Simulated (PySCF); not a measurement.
# C6H7N: the cost of one run

The runs use PySCF 2.14.0; levels as typed in each script, gas phase, geometry from GFN2-xTB.

## 1. The starting structure

SMILES `Nc1ccccc1`, 14 atoms, charge 0, spin multiplicity 1.

Bond lengths: N1–C2 1.382 Å, N1–H8 1.007 Å, N1–H9 1.007 Å, C2–C3 1.395 Å, C2–C7 1.395 Å, C3–C4 1.381 Å, C3–H10 1.081 Å, C4–C5 1.385 Å, C4–H11 1.081 Å, C5–C6 1.385 Å, C5–H12 1.080 Å, C6–C7 1.381 Å, C6–H13 1.081 Å, C7–H14 1.081 Å. Angles: C2–N1–H8 116.3°, C2–N1–H9 116.2°, H8–N1–H9 114.5°, N1–C2–C3 120.6°, N1–C2–C7 120.6°, C3–C2–C7 118.8°, C2–C3–C4 120.4°, C2–C3–H10 119.2°, C4–C3–H10 120.3°, C3–C4–C5 120.5°, C3–C4–H11 119.5°, C5–C4–H11 120.0°, C4–C5–C6 119.4°, C4–C5–H12 120.3°, C6–C5–H12 120.3°, C5–C6–C7 120.5°, C5–C6–H13 120.0°, C7–C6–H13 119.5° and more.

Coordinates:

```xyz
14
C6H7N
N    -2.3094   -0.0001    0.0722
C    -0.9297    0.0001   -0.0008
C    -0.2192   -1.2004   -0.0021
C     1.1617   -1.1958   -0.0013
C     1.8606   -0.0001   -0.0013
C     1.1618    1.1957   -0.0013
C    -0.2190    1.2005   -0.0021
H    -2.7709   -0.8467   -0.2180
H    -2.7708    0.8470   -0.2180
H    -0.7621   -2.1354   -0.0025
H     1.6970   -2.1344   -0.0039
H     2.9402   -0.0001   -0.0029
H     1.6973    2.1342   -0.0039
H    -0.7618    2.1356   -0.0025
```

## 2. Excited states (CAM-B3LYP/6-311g**)

Contents of input.py:

```python
import numpy as np
from pyscf import gto, scf, dft, tdscf
from pyscf.scf import atom_ks, atom_hf
from scipy.linalg import block_diag

def solve(mol, dm0=None, hcore=None):
    mf = (dft.UKS if mol.spin else dft.RKS)(mol, xc='camb3lyp')
    mf.grids.level = 3
    mf = mf.density_fit(auxbasis='def2-universal-jkfit')
    mf.conv_tol, mf.max_cycle = 1e-8, 80
    if hcore is not None:
        mf.get_hcore = lambda *args: hcore
    mf.kernel(dm0)
    if not mf.converged:
        mf = mf.newton().run(mf.mo_coeff, mf.mo_occ, max_cycle=30)
    assert mf.converged, 'SCF not converged'
    return mf

mol = gto.M(atom='''
N     -2.30940    -0.00006     0.07223
C     -0.92974     0.00015    -0.00083
C     -0.21915    -1.20043    -0.00211
C      1.16165    -1.19582    -0.00132
C      1.86065    -0.00007    -0.00128
C      1.16178     1.19573    -0.00131
C     -0.21902     1.20049    -0.00211
H     -2.77093    -0.84666    -0.21804
H     -2.77084     0.84700    -0.21803
H     -0.76207    -2.13544    -0.00247
H      1.69704    -2.13440    -0.00394
H      2.94016    -0.00012    -0.00294
H      1.69727     2.13424    -0.00393
H     -0.76183     2.13556    -0.00246
''', basis='6-311g**', charge=0, spin=0, verbose=4)
mf = solve(mol)
td = mf.TDA()
td.nstates, td.singlet, td.conv_tol = 6, True, 1e-5
td.kernel()
td.analyze()
x, y = np.array([p[0] for p in td.xy]), np.array([p[1] + 0 * p[0] for p in td.xy])
f, mu = td.oscillator_strength(), td.transition_dipole()
nto = [td.get_nto(state=i + 1, verbose=4) for i in range(len(td.e))]
# spherically averaged free atoms, for the promolecule
atm = atom_ks.get_atm_nrks(mol, xc='camb3lyp')
pro = block_diag(*[(atm[a[0]][2] * atm[a[0]][3]) @ atm[a[0]][2].T for a in mol._atom])
np.savez('result.npz', e=td.e, f=f, ok=td.converged, w=[n[0] for n in nto], nto=[n[1] for n in nto], x=x, y=y, c=mf.mo_coeff, occ=mf.mo_occ, eps=mf.mo_energy, pro=pro, mu=mu)
```

Launch:

```sh
$ OMP_NUM_THREADS=1 python input.py
```

**Question.** How long does this run take on 1 thread of Intel Xeon Platinum 8375C at 2.90GHz (Ice Lake), shared host, and how much memory does it need?

About 6.5 min, with a peak of 0.91 GiB.
